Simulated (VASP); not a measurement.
# GeSb2Te4 in VASP: a series of runs, part 2 of 2

VASP 6.6.1. The steps go on from the part before.

## Step 3: Relaxation of cell and atoms, PBE

This run uses another cell than the first one, of 33.27 Å³/atom, 0.940 times its volume.

File INCAR:

```
ALGO = Fast
EDIFF = 1E-4
EDIFFG = -0.08
ENCUT = 520
GGA = PE
IBRION = 2
ISIF = 3
ISMEAR = 0
LASPH = True
LCHARG = False
LREAL = False
LWAVE = False
NELM = 60
NSW = 24
PREC = Normal
SIGMA = 0.15
```

File KPOINTS:

```
k-points
0
Gamma
  3 3 3
```

File POSCAR:

```
GeSb2Te4
1.0
   -3.0104905700      3.0104905700      6.4240245500
    3.0104905700     -3.0104905700      6.4240245500
    3.0104905700      3.0104905700     -6.4240245500
Ge Sb Te
1 2 4
Direct
    0.5000000000      0.5000000000      0.0000000000
    0.7500000000      0.2500000000      0.5000000000
    0.2500000000      0.7500000000      0.5000000000
    0.3556214900      0.3556214900      0.4628232100
    0.8927982800      0.8927982800      0.5371767900
    0.1072017200      0.6443785100      0.0000000000
    0.6443785100      0.1072017200      0.0000000000
```

Potentials or basis: VASP PAW PBE potentials, release 64 (Ge_d, Sb, Te).

Launch:

```
cat potpaw_PBE.64/Ge_d/POTCAR potpaw_PBE.64/Sb/POTCAR potpaw_PBE.64/Te/POTCAR > POTCAR
mpirun -np 1 vasp_std > vasp.out
```

OUTCAR:

```text
EDIFF = 1E-4
   EDIFFG = -0.08
   ENCUT = 520
   GGA = PE
   IBRION = 2
   ISIF = 3
   ISMEAR = 0
   LASPH = True
   LREAL = False
   NELM = 60
   NSW = 24
   PREC = Normal

 ion  position               nearest neighbor table
   1  0.500  0.500  0.000-   4 2.79   7 2.79   6 2.79   5 2.79
   2  0.750  0.250  0.500-   5 2.68   6 2.68   7 2.68   4 2.68
   3  0.250  0.750  0.500-   5 2.68   7 2.68   6 2.68   4 2.68
   4  0.356  0.356  0.463-   2 2.68   3 2.68   1 2.79
   5  0.893  0.893  0.537-   2 2.68   3 2.68   1 2.79
   6  0.107  0.644  0.000-   3 2.68   2 2.68   1 2.79
   7  0.644  0.107  0.000-   2 2.68   3 2.68   1 2.79

  LATTYP: Found a body centered tetragonal cell.
 ALAT       =     6.0209811400
 C/A-ratio  =     2.1338796454

  Lattice vectors:

 A1 = (  -3.0104905700,   3.0104905700,   6.4240245500)
 A2 = (   3.0104905700,  -3.0104905700,   6.4240245500)
 A3 = (   3.0104905700,   3.0104905700,  -6.4240245500)

Analysis of symmetry for initial positions (statically):
=====================================================================
 Subroutine PRICEL returns:
 Original cell was already a primitive cell.

 Routine SETGRP: Setting up the symmetry group for a
 body centered tetragonal supercell.

 Subroutine GETGRP returns: Found  8 space group operations
 (whereof  8 operations were pure point group operations)
 out of a pool of 16 trial point group operations.

The static configuration has the point symmetry D_2d.

Analysis of symmetry for dynamics (positions and initial velocities):
=====================================================================
 Subroutine PRICEL returns:
 Original cell was already a primitive cell.

 Routine SETGRP: Setting up the symmetry group for a
 body centered tetragonal supercell.

 Subroutine GETGRP returns: Found  8 space group operations
 (whereof  8 operations were pure point group operations)
 out of a pool of 16 trial point group operations.

The dynamic configuration has the point symmetry D_2d.

 Subroutine INISYM returns: Found  8 space group operations
 (whereof  8 operations are pure point group operations),
 and found     1 'primitive' translations

[... 106 lines left out ...]
  volume/ion in A,a.u.               =      33.27       224.51
  Fermi-wavevector in a.u.,A,eV,Ry     =   0.967033  1.827428 12.723529  0.935153
  Thomas-Fermi vector in A             =   2.096885
   LORBIT       =      0    0 simple, 1 ext, 2 COOP (PROOUT), +10 PAW based schemes
   GGA     = PE    functional components
   LHFCALC =     F    Hartree Fock is set to
   AEXX    =    0.0000 exact exchange contribution
   IVDW    =     0    specifies the selected vdW correction
   LEPSILON=     F    determine dielectric tensor
   LRPA    =     F    only Hartree local field effects (RPA)
 conjugate gradient relaxation of ions
 non-spin polarized calculation
 RMM-DIIS sequential band-by-band and
 Gauss-broadening in eV      SIGMA  =   0.15
  energy-cutoff  :      520.00
  volume of cell :      232.89
 maximum number of plane-waves:      6295
   NGX = 29   NGY = 29   NGZ = 29

--------------------------------------- Ionic step        1  -------------------------------------------

 number of electron      48.0000001 magnetization

 Free energy of the ion-electron system (eV)
  ---------------------------------------------------
  ext. energy  EPLUGINS =         0.00000000
  ---------------------------------------------------
  free energy    TOTEN  =       -21.45856998 eV

  energy without entropy =      -21.41011143  energy(sigma->0) =      -21.43434071

 E-fermi :   5.9919     XC(G=0):  -8.8453

 val. band max:        5.9849834982   @ k =  -0.3333  -0.3333   0.3333
 cond. band min:       6.4709683323   @ k =   0.0000   0.0000   0.0000
 fundamental gap:      0.4859848341
 Fermi energy:         5.9919358701

 k-point     1 :       0.0000    0.0000    0.0000
  band No.  band energies     occupation
      1     -19.1261      2.00000
      2     -19.1261      2.00000
      3     -19.1195      2.00000
      4     -19.1146      2.00000
      5     -19.1037      2.00000
      6      -8.2756      2.00000
[... 291 lines left out ...]
  FREE ENERGIE OF THE ION-ELECTRON SYSTEM (eV)
  ---------------------------------------------------
  free  energy   TOTEN  =       -24.2362906510 eV

  energy  without entropy=      -24.2187029835  energy(sigma->0) =      -24.22749682

[... ionic steps 4 to 7 ...]

--------------------------------------- Ionic step        8  -------------------------------------------

 number of electron      48.0000003 magnetization

------------------------ aborting loop because EDIFF is reached ----------------------------------------
[... 77 lines left out ...]
--------------------------------------- Ionic step       10  -------------------------------------------

 number of electron      48.0000001 magnetization

 Free energy of the ion-electron system (eV)
  ---------------------------------------------------
  ext. energy  EPLUGINS =         0.00000000
  ---------------------------------------------------
  free energy    TOTEN  =       -24.33580588 eV

  energy without entropy =      -24.31675722  energy(sigma->0) =      -24.32628155

 E-fermi :   3.5597     XC(G=0):  -7.8757

 val. band max:        3.4324858326   @ k =   0.3333   0.0000   0.0000
 cond. band min:       3.5717292701   @ k =  -0.3333  -0.3333   0.3333
 fundamental gap:      0.1392434374
 Fermi energy:         3.5596838316

 k-point     1 :       0.0000    0.0000    0.0000
  band No.  band energies     occupation
      1     -21.3574      2.00000
      2     -21.3574      2.00000
      3     -21.3562      2.00000
      4     -21.3528      2.00000
      5     -21.3487      2.00000
      6      -8.7598      2.00000
[... 209 lines left out ...]
  FREE ENERGIE OF THE ION-ELECTRON SYSTEM (eV)
  ---------------------------------------------------
  free  energy   TOTEN  =       -24.3358058762 eV

  energy  without entropy=      -24.3167572173  energy(sigma->0) =      -24.32628155

 reached required accuracy - stopping structural energy minimisation
```

OSZICAR:

```text
N       E                     dE             d eps       ncg     rms          rms(c)
DAV:   1     0.384975184844E+03    0.38498E+03   -0.19103E+04   380   0.191E+03
DAV:   2     0.285093386119E+02   -0.35647E+03   -0.34835E+03   396   0.429E+02
DAV:   3    -0.189414796982E+02   -0.47451E+02   -0.45429E+02   396   0.130E+02
[... 87 lines left out ...]
DAV:   1    -0.243752219394E+02   -0.43876E-01   -0.82761E-01   392   0.790E+00    0.134E+00
RMM:   2    -0.243462103530E+02    0.29012E-01   -0.49341E-02   418   0.181E+00    0.584E-01
RMM:   3    -0.243366640280E+02    0.95463E-02   -0.22323E-02   375   0.109E+00    0.163E-01
RMM:   4    -0.243358031536E+02    0.86087E-03   -0.46012E-03   426   0.359E-01    0.115E-01
RMM:   5    -0.243358058762E+02   -0.27226E-05   -0.89630E-04   373   0.189E-01
  10 F= -.24335806E+02 E0= -.24326282E+02  d E =-.410673E-02
```

Wall time 2.9 min (1 thread of Intel Xeon 6975P-C (Granite Rapids), shared host); peak memory 0.36 GiB.

What came out:

* Free energy: -24.3358 eV
* Relaxed volume: 41.95 Å³/atom
* Relaxed cell: a = 8.302 Å, b = 8.302 Å, c = 8.302 Å, α = 133.74°, β = 133.74°, γ = 67.50°
* Space group after relaxing (to 0.05 Å): I-42m (No. 121)
* Energy gained by relaxing: 411.0 meV/atom
* Ionic steps: 10
* Pressure after relaxing: 0.1 GPa
* Largest force after relaxing: 0.054 eV/Å
* Band gap on the k mesh: 0.14 eV, indirect (least direct gap 0.53 eV)

Forces in eV/Å, atoms in the order of the input:
```
Ge   0.000  0.000  0.000
Sb   0.000  0.000  0.000
Sb   0.000  0.000  0.000
Te  -0.032 -0.032 -0.028
Te   0.032  0.032 -0.028
Te   0.032 -0.032  0.028
Te  -0.032  0.032  0.028
```

Step by step:
```
step  energy change (eV)  largest force (eV/Å)  pressure (GPa)  volume (Å³)
   1              0.0000                2.5790           13.84       232.89
   2             -2.2316                0.5426           -3.29       343.80
   3             -2.7777                0.4136           -0.28       301.02
   4             -2.7769                0.4334            0.11       299.54
   5             -2.8053                0.3707           -0.01       298.16
   6             -2.8617                0.1874            0.07       294.02
   7             -2.8324                0.2784            0.66       285.85
   8             -2.8731                0.1033            0.32       291.10
   9             -2.8728                0.0454           -0.21       297.54
  10             -2.8772                0.0536            0.15       293.68
```

Final structure:
```yaml
crystal:
  lattice:
    - [-3.26130, 3.26130, 6.90298]
    - [3.26130, -3.26130, 6.90298]
    - [3.26130, 3.26130, -6.90298]
  atoms:
    - { symbol: Ge, position: [0.50000, 0.50000, 0.00000] }
    - { symbol: Sb, position: [0.75000, 0.25000, 0.50000] }
    - { symbol: Sb, position: [0.25000, 0.75000, 0.50000] }
    - { symbol: Te, position: [0.34587, 0.34587, 0.46971] }
    - { symbol: Te, position: [0.87616, 0.87616, 0.53029] }
    - { symbol: Te, position: [0.12384, 0.65413, 0.00000] }
    - { symbol: Te, position: [0.65413, 0.12384, 0.00000] }
```

Levels at points of the mesh, in eV from the valence-band top:
| k point | band 21 | band 22 | band 23 | band 24 | band 25 | band 26 | band 27 | band 28 |
| --- | --- | --- | --- | --- | --- | --- | --- | --- |
| (0.00, 0.00, 0.00) | -1.32 | -1.32 | -0.29 | -0.14 | 0.39 | 0.70 | 0.70 | 1.68 |

Caveat: the k mesh is coarse (spacing up to 0.49 Å⁻¹), so the values aren't converged; the volume moved by over 15 % at a fixed basis, so the end points are rough; spin-orbit coupling is left out, which moves the levels of the heavy elements; an odd mesh through Γ misses points on the zone boundary, where band edges often lie; the relaxation stopped at a loose force limit of 0.08 eV/Å, so its end isn't a converged minimum.
